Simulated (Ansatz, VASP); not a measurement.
**Two plane-wave programs on LiH**

INCAR

```
SYSTEM = LiH
PREC     = Accurate       ! precision mode
ENCUT    = 520            ! plane-wave cutoff, eV
EDIFF    = 1E-8           ! SCF threshold, eV
ISMEAR   = -1             ! smearing method
SIGMA    = 0.05           ! smearing width, eV
LREAL    = .False.        ! projectors in reciprocal space
LASPH    = .True.         ! aspherical terms in the spheres
NELM     = 80             ! most SCF steps
ALGO     = Normal         ! electronic algorithm
ISIF     = 2              ! what is computed and relaxed
LWAVE    = .False.        ! write WAVECAR
LCHARG   = .False.        ! write CHGCAR
GGA      = PE             ! functional
LEFG     = .True.       
NBANDS   = 9              ! bands
```

The input KPOINTS:

```
regular mesh
0
Gamma
  10 10 10
  0 0 0
```

The input POSCAR:

```
LiH
1.0
    0.0000000000      2.1448522242      2.1448522242
    2.1448522242      0.0000000000      2.1448522242
    2.1448522242      2.1448522242      0.0000000000
Li H
1 1
Direct
    0.0000000000      0.0000000000      0.0000000000
    0.2500000000      0.2500000000      0.2500000000
```

Input for Ansatz:

```yaml
crystal:
  lattice:
    - [0.0, 2.1448522242, 2.1448522242]
    - [2.1448522242, 0.0, 2.1448522242]
    - [2.1448522242, 2.1448522242, 0.0]
  atoms:
    - { symbol: Li, position: [0.0, 0.0, 0.0] }
    - { symbol: H, position: [0.25, 0.25, 0.25] }
kpoints:
  mp_grid: { grid: [10, 10, 10] }
scf:
  occupations: { method: fermi_dirac, width: 0.05 }
hamiltonian:
  xc: pbe
  pseudopotentials: { kind: paw }
output:
  forces: true
  stress: true
  eigenvalues: true
  efg: { contact_densities: true }
```

Alike in both runs: task electric field gradients; functional PBE; k mesh 10 × 10 × 10; occupations fermi-dirac, width 0.05 eV; no spin polarisation.

|  | VASP | Ansatz |
| --- | --- | --- |
| version | VASP 6.6.1 | Ansatz 0.2.0 |
| potentials or method | VASP PAW PBE potentials, release 64 (Li_sv, H) | PAW with Ansatz's default frozen-core files, scalar-relativistic |
| plane-wave cutoff (eV) | 520 | 420 |
| valence electrons in the cell | 4 | 4 |

|  | VASP | Ansatz | Ansatz less VASP |
| --- | --- | --- | --- |
| gap on the k mesh at the Fermi level (eV) | 4.24 | 4.23 | -0.006 |
| Vzz of the field gradient on the site that differs most (V/Å²) | 0.0 | 0.0 | 0.00 |

 A k mesh can miss the band edges.
